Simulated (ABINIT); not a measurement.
# BN (Qingsongite): one start, several treatments of the self-energy, part 2 of 2

Wanted: the gap of BN (Qingsongite) under several approximations, with cost.

ABINIT 10.8.3; PBE and many-body steps on it, plane waves. Known limits of the many-body steps: not at the basis limit.

So far. Step 5 (G0W0, Hybertsen-Louie plasmon pole): Against G0W0 in ABINIT (8×8×8 mesh, 53 bands, screening to 228.6 eV, Godby-Needs plasmon pole), the gap moves by +0.107 eV. Step 6 (G0W0, von der Linden-Horsch plasmon pole): Against G0W0 in ABINIT (8×8×8 mesh, 53 bands, screening to 228.6 eV, Godby-Needs plasmon pole), the gap moves by −0.004 eV.

## 7. G0W0, Engel-Farid plasmon pole

Level of this step: G0W0 on PBE, plane waves, norm-conserving pseudopotentials (ABINIT).

File run.abi:

```
acell 3*1.0 Angstrom
rprim 
  -0.000000000000 1.807500000000 1.807500000000
  1.807500000000 0.000000000000 1.807500000000
  1.807500000000 1.807500000000 -0.000000000000
ntypat 2
znucl 5 7
natom 2
typat 1 2
xred 
  0.000000000000 0.000000000000 0.000000000000
  0.250000000000 0.250000000000 0.250000000000
pp_dirpath "pseudos"
pseudos "B.upf, N.upf"
ecut 36
ngkpt 8 8 8
nshiftk 1
shiftk 0 0 0
kptopt 1
chksymbreak 0
istwfk *1
occopt 1
irdwfk 1
optdriver 4
nband 53
gwcalctyp 0
ecutsigx 36
symsigma 1
nkptgw 2
kptgw 
  0.0000000000 0.0000000000 0.0000000000
  0.5000000000 0.5000000000 0.0000000000
bdgw 
  2 7
  3 6
ecuteps 8.4
irdscr 1
ppmodel 4
indata_prefix "in"
outdata_prefix "out"
tmpdata_prefix "tmp"
```

Run with:

```sh
$ OMP_NUM_THREADS=1 mpirun -n 8 abinit run.abi > log
```

Output:

```text
.Version 10.8.3 of ABINIT. v10.8.2 released Aug 2026.

 Symmetries : space group F-4 3 m (#216); Bravais cF (face-center cubic)
[... echo of the input left out ...]
== DATASET  1 ==================================================================
-   mpi_nproc: 8, omp_nthreads: 1 (-1 if OMP is not activated)

--- !DatasetInfo
iteration_state: {dtset: 1, }
dimensions: {natom: 2, nkpt: 29, mband: 53, nsppol: 1, nspinor: 1, nspden: 1, mpw: 869, }
cutoff_energies: {ecut:  36.0, pawecutdg:  -1.0, }
[...]
Band     E0 <VxcDFT>   SigX SigC(E0)      Z dSigC/dE  Sig(E)    E-E0       E
[...]
5  12.755 -12.570  -7.394  -4.603   0.865  -0.156 -12.075   0.495  13.250
        6  17.562 -12.696  -6.779  -5.183   0.861  -0.161 -12.063   0.633  18.195

== END DATASET(S) ==============================================================
================================================================================

 -outvars: echo values of variables after computation  --------
           etotal      0.0000000000E+00
            nband          53
             nkpt          29
          spgroup         216
 [... the other variables as echoed above ...]

 Calculation completed.
```

The job ended after 2.3 s (8 MPI ranks of Arm Neoverse V2, shared host; peak memory 0.12 GiB).

Numbers from this step:

```
G0W0 gap on the points computed              : 6.077 eV
starting gap on the mesh                     : 4.535 eV
k of the valence top                         : 0, 0, 0
k of the conduction bottom                   : 0.5, 0.5, 0
least direct G0W0 gap on the computed points : 11.03 eV
```

Against G0W0 in ABINIT (8×8×8 mesh, 53 bands, screening to 228.6 eV, Godby-Needs plasmon pole), the gap moves by +0.117 eV.

## 8. One-shot Hartree-Fock

This step: one-shot Hartree-Fock on PBE, plane waves, norm-conserving pseudopotentials.

Edit run.abi of step 7 so:

```diff
@@ -24,4 +24,4 @@
 optdriver 4
-nband 53
-gwcalctyp 0
+nband 8
+gwcalctyp 5
 ecutsigx 36
@@ -35,5 +35,4 @@
   3 6
-ecuteps 8.4
-irdscr 1
-ppmodel 4
+ixc_sigma 40
+fftgw 31
 indata_prefix "in"
```

Run with:

```sh
$ OMP_NUM_THREADS=2 mpirun -n 4 abinit run.abi > log
```

Output:

```text
.Version 10.8.3 of ABINIT. v10.8.2 released Aug 2026.

 Symmetries : space group F-4 3 m (#216); Bravais cF (face-center cubic)
[... echo of the input left out ...]
== DATASET  1 ==================================================================
-   mpi_nproc: 4, omp_nthreads: 2 (-1 if OMP is not activated)

--- !DatasetInfo
iteration_state: {dtset: 1, }
dimensions: {natom: 2, nkpt: 29, mband: 8, nsppol: 1, nspinor: 1, nspden: 1, mpw: 869, }
cutoff_energies: {ecut:  36.0, pawecutdg:  -1.0, }
[...]
Band     E0 <VxcDFT>   SigX SigC(E0)      Z dSigC/dE  Sig(E)    E-E0       E
[...]
5  12.755 -12.570  -7.394   0.000   1.000   0.000  -7.394   5.176  17.931
        6  17.562 -12.696  -6.779   0.000   1.000   0.000  -6.779   5.917  23.479

== END DATASET(S) ==============================================================
================================================================================

 -outvars: echo values of variables after computation  --------
           etotal      0.0000000000E+00
            nband           8
             nkpt          29
          spgroup         216
 [... the other variables as echoed above ...]

 Calculation completed.
```

Run time: 1.9 s. Hardware: 4 MPI ranks; peak memory 0.11 GiB.

This step gave:

```yaml
quasiparticle_gap_on_the_points_computed: 13.27 eV
starting_gap_on_the_mesh: 4.535 eV
k_of_the_valence_top: 0, 0, 0
k_of_the_conduction_bottom: 0.5, 0.5, 0
least_direct_quasiparticle_gap_on_the_computed_points: 19.07 eV
```

Against G0W0 in ABINIT (8×8×8 mesh, 53 bands, screening to 228.6 eV, Godby-Needs plasmon pole), the gap moves by +7.311 eV.

## 9. Screening, 8×8×8 mesh, 53 bands, screening to 228.6 eV

This step: RPA screening on PBE, plane waves, norm-conserving pseudopotentials.

Edit run.abi of step 8 so:

```diff
@@ -23,16 +23,13 @@
 irdwfk 1
-optdriver 4
-nband 8
-gwcalctyp 5
-ecutsigx 36
-symsigma 1
-nkptgw 2
-kptgw 
-  0.0000000000 0.0000000000 0.0000000000
-  0.5000000000 0.5000000000 0.0000000000
-bdgw 
-  2 7
-  3 6
-ixc_sigma 40
-fftgw 31
+optdriver 3
+nband 53
+ecuteps 8.4
+inclvkb 2
+awtr 1
+symchi 1
+gwcalctyp 2
+nfreqre 16
+freqremax 40 eV
+nfreqim 8
+spmeth 0
 indata_prefix "in"
```

Run with:

```sh
$ OMP_NUM_THREADS=1 mpirun -n 8 abinit run.abi > log
```

Output:

```text
.Version 10.8.3 of ABINIT. v10.8.2 released Aug 2026.

 Symmetries : space group F-4 3 m (#216); Bravais cF (face-center cubic)
[... echo of the input left out ...]
== DATASET  1 ==================================================================
-   mpi_nproc: 8, omp_nthreads: 1 (-1 if OMP is not activated)

--- !DatasetInfo
iteration_state: {dtset: 1, }
dimensions: {natom: 2, nkpt: 29, mband: 53, nsppol: 1, nspinor: 1, nspden: 1, mpw: 869, }
cutoff_energies: {ecut:  36.0, pawecutdg:  -1.0, }
electrons: {nelect:   8.00000000E+00, charge:   0.00000000E+00, occopt:   1.00000000E+00, tsmear:   1.00000000E-02, }

 SCREENING: Calculation of the susceptibility and dielectric matrices

 Based on a program developped by R.W. Godby, V. Olevano, G. Onida, and L. Reining.
 Incorporated in ABINIT by V. Olevano, G.-M. Rignanese, and M. Torrent.
.Using double precision arithmetic ; gwpc =  8

[... cell and pseudopotentials left out ...]
--------------------------------------------------------------------------------

 ==== K-mesh for the wavefunctions ====
 Number of points in the irreducible wedge :    29
[... list of points left out ...]
 Together with 24 symmetry operations and time-reversal symmetry
 yields   512 points in the full Brillouin Zone.

 ==== Q-mesh for the screening function ====
 Number of points in the irreducible wedge :    29
[... list of points left out ...]
 Together with 24 symmetry operations and time-reversal symmetry
 yields   512 points in the full Brillouin Zone.

 setmesh: FFT mesh size selected  =    20x   20x   20
          total number of points  =         8000

 vcoul_init : cutoff-mode = AUXILIARY_FUNCTION
 q-points for optical limit:   1
     1)      0.000010    0.000020    0.000030

- screening: taking advantage of time-reversal symmetry
- Maximum band index for partially occupied states nbvw = 4
- Remaining bands to be divided among processors   nbcw = 49
- Number of bands treated by each node ~6

 Number of electrons calculated from density =    8.0000; Expected =    8.0000
 average of density, n =  0.100376
 r_s =    1.3348
 omega_plasma =   30.5612 [eV]

 calculating chi0 at frequencies [eV] :
  1    0.000000E+00    0.000000E+00
  2    2.666667E+00    0.000000E+00
  3    5.333333E+00    0.000000E+00
[...]
23    0.000000E+00    7.783396E+01
 24    0.000000E+00    1.095911E+02

--------------------------------------------------------------------------------
  q-point number  1        q = ( 0.000000, 0.000000, 0.000000) [r.l.u.]
--------------------------------------------------------------------------------
[... chi0 elements left out ...]
  [... further frequencies ...]

 No. of calculated frequencies >  15, stop printing
 For q-point:  0.000010 0.000020 0.000030
  dielectric constant =   4.3132
  dielectric constant without local fields =   4.6602

  Average fulfillment of the sum rule on Im[epsilon] for q-point    1 :     82.68  [%]
[... wings left out ...]
  q-point number  2        q = ( 0.125000, 0.000000, 0.000000) [r.l.u.]
--------------------------------------------------------------------------------
[... chi0 elements left out ...]
  [... further frequencies ...]

 No. of calculated frequencies >  15, stop printing
  Average fulfillment of the sum rule on Im[epsilon] for q-point    2 :     95.95  [%]

 [... 27 further q-points ...]
```

Elapsed: 2.1 min, on 8 MPI ranks; peak memory 0.97 GiB; 15 min of CPU time.

This step gave:

```
ε∞ with local fields, on this mesh, along the program's q direction : 4.313
the same without local fields                                       : 4.660
plasma frequency                                                    : 30.56 eV
plane waves in the screening matrix                                 : 89
```

## 10. G0W0, contour deformation

This step: G0W0 on PBE, plane waves, norm-conserving pseudopotentials.

Edit run.abi of step 9 so:

```diff
@@ -23,13 +23,16 @@
 irdwfk 1
-optdriver 3
+optdriver 4
 nband 53
+gwcalctyp 2
+ecutsigx 36
+symsigma 1
+nkptgw 2
+kptgw 
+  0.0000000000 0.0000000000 0.0000000000
+  0.5000000000 0.5000000000 0.0000000000
+bdgw 
+  2 7
+  3 6
 ecuteps 8.4
-inclvkb 2
-awtr 1
-symchi 1
-gwcalctyp 2
-nfreqre 16
-freqremax 40 eV
-nfreqim 8
-spmeth 0
+irdscr 1
 indata_prefix "in"
```

Output:

```text
.Version 10.8.3 of ABINIT. v10.8.2 released Aug 2026.

 Symmetries : space group F-4 3 m (#216); Bravais cF (face-center cubic)
[... echo of the input left out ...]
== DATASET  1 ==================================================================
-   mpi_nproc: 8, omp_nthreads: 1 (-1 if OMP is not activated)

--- !DatasetInfo
iteration_state: {dtset: 1, }
dimensions: {natom: 2, nkpt: 29, mband: 53, nsppol: 1, nspinor: 1, nspden: 1, mpw: 869, }
cutoff_energies: {ecut:  36.0, pawecutdg:  -1.0, }
[...]
Band     E0 <VxcDFT>   SigX SigC(E0)      Z dSigC/dE  Sig(E)    E-E0       E
[...]
6  17.562 -12.696  -6.779  -4.993   0.846  -0.182 -11.913   0.783  18.345
        6   0.000   0.000   0.000  -0.000   0.000   0.000  -0.000  -0.000  -0.000

== END DATASET(S) ==============================================================
================================================================================

 -outvars: echo values of variables after computation  --------
           etotal      0.0000000000E+00
            nband          53
             nkpt          29
          spgroup         216
 [... the other variables as echoed above ...]

 Calculation completed.
```

Run time: 8.5 s. Hardware: 8 MPI ranks; peak memory 1 GiB.

This step gave:

```
G0W0 gap on the points computed              : 6.033 eV
starting gap on the mesh                     : 4.535 eV
k of the valence top                         : 0, 0, 0
k of the conduction bottom                   : 0.5, 0.5, 0
least direct G0W0 gap on the computed points : 10.96 eV
```

Against G0W0 in ABINIT (8×8×8 mesh, 53 bands, screening to 228.6 eV, Godby-Needs plasmon pole), the gap moves by +0.073 eV.

## 11. Screening, 8×8×8 mesh, 53 bands, screening to 228.6 eV

This step: RPA screening on PBE, plane waves, norm-conserving pseudopotentials.

Edit run.abi of step 10 so:

```diff
@@ -23,16 +23,11 @@
 irdwfk 1
-optdriver 4
+optdriver 3
 nband 53
-gwcalctyp 2
-ecutsigx 36
-symsigma 1
-nkptgw 2
-kptgw 
-  0.0000000000 0.0000000000 0.0000000000
-  0.5000000000 0.5000000000 0.0000000000
-bdgw 
-  2 7
-  3 6
 ecuteps 8.4
-irdscr 1
+inclvkb 2
+awtr 1
+symchi 1
+gwcalctyp 1
+nfreqre 0
+nfreqim 16
 indata_prefix "in"
```

Output:

```text
.Version 10.8.3 of ABINIT. v10.8.2 released Aug 2026.

 Symmetries : space group F-4 3 m (#216); Bravais cF (face-center cubic)
[... echo of the input left out ...]
== DATASET  1 ==================================================================
-   mpi_nproc: 8, omp_nthreads: 1 (-1 if OMP is not activated)

--- !DatasetInfo
iteration_state: {dtset: 1, }
dimensions: {natom: 2, nkpt: 29, mband: 53, nsppol: 1, nspinor: 1, nspden: 1, mpw: 869, }
cutoff_energies: {ecut:  36.0, pawecutdg:  -1.0, }
[...]
No. of calculated frequencies >  15, stop printing
 For q-point:  0.000010 0.000020 0.000030
  dielectric constant =   4.3132
  dielectric constant without local fields =   4.6602

  Average fulfillment of the sum rule on Im[epsilon] for q-point    1 :     82.68  [%]
[... wings left out ...]
  q-point number  2        q = ( 0.125000, 0.000000, 0.000000) [r.l.u.]
--------------------------------------------------------------------------------
[... chi0 elements left out ...]
  [... further frequencies ...]

 No. of calculated frequencies >  15, stop printing
  Average fulfillment of the sum rule on Im[epsilon] for q-point    2 :     95.95  [%]

 [... 27 further q-points ...]
```

Elapsed: 2.3 min, on 8 MPI ranks; peak memory 0.97 GiB; 13 min of CPU time.

This step gave:

```yaml
eps_infinity_with_local_fields_on_this_mesh_along_the_program_s_q_direction: 4.313
the_same_without_local_fields: 4.660
plasma_frequency: 30.56 eV
plane_waves_in_the_screening_matrix: 89
```

## 12. G0W0, analytic continuation

This step: G0W0 on PBE, plane waves, norm-conserving pseudopotentials.

Edit run.abi of step 11 so:

```diff
@@ -23,11 +23,18 @@
 irdwfk 1
-optdriver 3
+optdriver 4
 nband 53
+gwcalctyp 1
+ecutsigx 36
+symsigma 1
+nkptgw 2
+kptgw 
+  0.0000000000 0.0000000000 0.0000000000
+  0.5000000000 0.5000000000 0.0000000000
+bdgw 
+  2 7
+  3 6
 ecuteps 8.4
-inclvkb 2
-awtr 1
-symchi 1
-gwcalctyp 1
-nfreqre 0
-nfreqim 16
+irdscr 1
+nomegasi 12
+omegasimax 25 eV
 indata_prefix "in"
```

Output:

```text
.Version 10.8.3 of ABINIT. v10.8.2 released Aug 2026.

 Symmetries : space group F-4 3 m (#216); Bravais cF (face-center cubic)
[... echo of the input left out ...]
== DATASET  1 ==================================================================
-   mpi_nproc: 8, omp_nthreads: 1 (-1 if OMP is not activated)

--- !DatasetInfo
iteration_state: {dtset: 1, }
dimensions: {natom: 2, nkpt: 29, mband: 53, nsppol: 1, nspinor: 1, nspden: 1, mpw: 869, }
cutoff_energies: {ecut:  36.0, pawecutdg:  -1.0, }
[...]
Band     E0 <VxcDFT>   SigX SigC(E0)      Z dSigC/dE  Sig(E)    E-E0       E
[...]
6   7.074 -12.696  -6.779  -5.012   0.850  -0.177 -11.929   0.767   7.842
        6   0.000   0.000   0.000  -0.008  -0.002  -0.003  -0.008  -0.008  -0.008

== END DATASET(S) ==============================================================
================================================================================

 -outvars: echo values of variables after computation  --------
           etotal      0.0000000000E+00
            nband          53
             nkpt          29
          spgroup         216
 [... the other variables as echoed above ...]

 Calculation completed.
```

It took 20 s on 8 MPI ranks; peak memory 0.97 GiB.

Numbers from this step:

```
G0W0 gap on the points computed              : 6.025 eV
starting gap on the mesh                     : 4.535 eV
k of the valence top                         : 0, 0, 0
k of the conduction bottom                   : 0.5, 0.5, 0
least direct G0W0 gap on the computed points : 10.97 eV
```

Against G0W0 in ABINIT (8×8×8 mesh, 53 bands, screening to 228.6 eV, Godby-Needs plasmon pole), the gap moves by +0.065 eV.

## 13. Side by side

Times are wall times on the hardware named with each run. The host was busy with other work, so they are no guide to cost. A run's time includes the screening step that it read.

```
                                     run   mesh  bands  screening cutoff (eV)  DFT gap (eV)  gap on the mesh (eV)  direct (eV)  ε∞ used     time
          G0W0, Godby-Needs plasmon pole  8×8×8     53                  228.6         4.535                 5.960       10.895     4.31     22 s
      G0W0, Hybertsen-Louie plasmon pole  8×8×8     53                  228.6         4.535                 6.067       11.074     4.31     22 s
G0W0, von der Linden-Horsch plasmon pole  8×8×8     53                  228.6         4.535                 5.956       10.937     4.31     21 s
          G0W0, Engel-Farid plasmon pole  8×8×8     53                  228.6         4.535                 6.077       11.028     4.31     21 s
                   one-shot Hartree-Fock  8×8×8      -                      -         4.535                13.271       19.065        -    1.9 s
               G0W0, contour deformation  8×8×8     53                  228.6         4.535                 6.033       10.959     4.31  2.3 min
             G0W0, analytic continuation  8×8×8     53                  228.6         4.535                 6.025       10.967     4.31  2.7 min
```

## 14. Results

```yaml
g0w0_godby_needs_plasmon_pole: 5.960 eV
g0w0_hybertsen_louie_plasmon_pole: 6.067 eV
g0w0_von_der_linden_horsch_plasmon_pole: 5.956 eV
g0w0_engel_farid_plasmon_pole: 6.077 eV
one_shot_hartree_fock: 13.271 eV
g0w0_contour_deformation: 6.033 eV
g0w0_analytic_continuation: 6.025 eV
known_limits: not at the basis limit
```

In words: G0W0, Hybertsen-Louie plasmon pole: +0.107 eV against G0W0, Godby-Needs plasmon pole. G0W0, von der Linden-Horsch plasmon pole: −0.004 eV against G0W0, Godby-Needs plasmon pole. G0W0, Engel-Farid plasmon pole: +0.117 eV against G0W0, Godby-Needs plasmon pole. One-shot Hartree-Fock: +7.311 eV against G0W0, Godby-Needs plasmon pole. G0W0, contour deformation: +0.073 eV against G0W0, Godby-Needs plasmon pole. G0W0, analytic continuation: +0.065 eV against G0W0, Godby-Needs plasmon pole. Bare exchange alone opens the gap to 13.27 eV; against G0W0, correlation takes back 7.31 eV. Bands and cutoff are finite, so the gap is not at the basis limit. The miss can reach some tenths of an eV and take either sign; the mesh is an error of its own. In the G0W0 runs levels were corrected at 2 k points alone, so a gap called «on the mesh» is the least over those, and an edge elsewhere would be missed.

[Paths, hosts, dates, memory and timing lines, banners, echoed tables and standing remarks are left out of the program output.]

[Logs are printed without paths, hosts, clocks, repeated set-up lines and the standing remarks that a program may print on its own settings, such as how far it seeks lower states.]

[Runs of the session that timed out or met a known fault of the program may be left out.]

[Hosts, paths, dates, database ids (printed as entryN), source tags and the programs' standing remarks are cut or masked in the printed files.]

[G0W0 gaps are taken among the corrected bands and points alone; a level outside them can change the order at an edge.]

[Where Ansatz stands beside ABINIT at settings called matched, ABINIT's density can come from a denser mesh and the files from another edition; pairs whose starting gaps differed by over 0.03 eV were left out, so agreement reads better than it is.]
